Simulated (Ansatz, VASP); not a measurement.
**Two plane-wave programs on SiC**

```
CELL_PARAMETERS angstrom
3.15224 0.00000 0.00000
-1.57612 2.72992 0.00000
0.00000 0.00000 5.02832
ATOMIC_POSITIONS crystal
Si 0.33333 0.66667 0.99837
Si 0.66667 0.33333 0.49837
C 0.33333 0.66667 0.37663
C 0.66667 0.33333 0.87663
```

Change from the starting cell: epitaxial_xy strain +2.5%.

Alike in both runs: task single point; functional r2SCAN; k mesh 12 × 12 × 6; no spin polarisation.

|  | VASP | Ansatz |
| --- | --- | --- |
| version | VASP 6.6.1 | Ansatz 0.2.0 |
| potentials or method | VASP PAW PBE potentials, release 64 (Si, C) | plane waves, PAW |
| plane-wave cutoff (eV) | 520 | 500 |
| occupations | gaussian, width 0.01 eV | fixed |
| valence electrons in the cell | 16 | 16 |

```csv
,VASP,Ansatz,Ansatz less VASP
gap on the k mesh at the Fermi level (eV),2.80,2.79,-0.008
pressure (GPa),-9.6,-9.5,+0.14
largest component of the traceless stress (GPa),9.52,9.45,-0.067
```

Caveats: the PAW data sets were made with another functional, which shifts forces and pressure a little (VASP). A k mesh can miss the band edges.
